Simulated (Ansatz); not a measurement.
Geometry optimisation in Ansatz: input, command and trajectory.

```yaml
crystal:
  lattice:
    - [3.98, 0.0, 0.0]
    - [-1.99, 3.4467811071, 0.0]
    - [0.0, 0.0, 6.52]
  atoms:
    - { symbol: Ca, position: [0.3333333333, 0.6666666667, 0.25] }
    - { symbol: Ca, position: [0.6666666667, 0.3333333333, 0.75] }
basis:
  ecutwfc: 420
kpoints:
  mp_grid: { grid: [12, 12, 8] }
hamiltonian:
  xc: pbe
scf:
  occupations: { method: gaussian, width: 0.1 }
output:
  forces: true
  stress: true
  eigenvalues: true
  write_density: true
  write_potential: true
  elf: true
  volumetric_format: npy
relax:
  adjacent_minimum: "off"
  f_tol: 0.005
  max_steps: 80
  cell: { stress_tol: 0.05 }
```

```bash
ansatz run input.yaml --threads 1 --pin off --max-ram 2560MiB --backend cpu --events-out ev --progress --plain --runs-dir out
```

All numbers below come from DFT PBE, scalar-relativistic, plane waves, PAW (Ansatz).

Of 5 frames 4 are shown, positions in Å and forces in eV/Å; the SCF threshold varies from step to step. Steps run on the plane waves of an earlier cell, with a Pulay correction in the pressure. The basis is chosen afresh for the last frame, the zero of the energies, and at times for earlier ones too; energy and pressure step there, also at an unchanged geometry.

```xyz
2
Lattice="3.9800 0.0000 0.0000 -1.9900 3.4468 0.0000 0.0000 0.0000 6.5200" Properties=species:S:1:pos:R:3:forces:R:3 pbc="T T T" step=1 free_energy_over_end_meV_per_atom=6.52 pressure_GPa=-0.85
Ca    0.0000    2.2979    1.6300    0.0000    0.0000    0.0000
Ca    1.9900    1.1489    4.8900    0.0000    0.0000    0.0000
2
Lattice="3.9477 0.0000 0.0000 -1.9738 3.4188 0.0000 0.0000 0.0000 6.4690" Properties=species:S:1:pos:R:3:forces:R:3 pbc="T T T" step=2 free_energy_over_end_meV_per_atom=1.97 pressure_GPa=-0.49
Ca    0.0000    2.2792    1.6172    0.0000    0.0000    0.0000
Ca    1.9738    1.1396    4.8517    0.0000    0.0000    0.0000
2
Lattice="3.9034 0.0000 0.0000 -1.9517 3.3805 0.0000 0.0000 0.0000 6.4097" Properties=species:S:1:pos:R:3:forces:R:3 pbc="T T T" step=3 free_energy_over_end_meV_per_atom=-0.08 pressure_GPa=0.04
Ca    0.0000    2.2536    1.6024    0.0000    0.0000    0.0000
Ca    1.9517    1.1268    4.8073    0.0000    0.0000    0.0000
2
Lattice="3.9054 0.0000 0.0000 -1.9527 3.3822 0.0000 0.0000 0.0000 6.4163" Properties=species:S:1:pos:R:3:forces:R:3 pbc="T T T" step=5 free_energy_over_end_meV_per_atom=0.00 pressure_GPa=0.00
Ca    0.0000    2.2548    1.6041    0.0000    0.0000    0.0000
Ca    1.9527    1.1274    4.8122    0.0000    0.0000    0.0000
```

Time: 29 s on 1 thread of Arm Neoverse V2 (shared host), peak memory 0.39 GiB.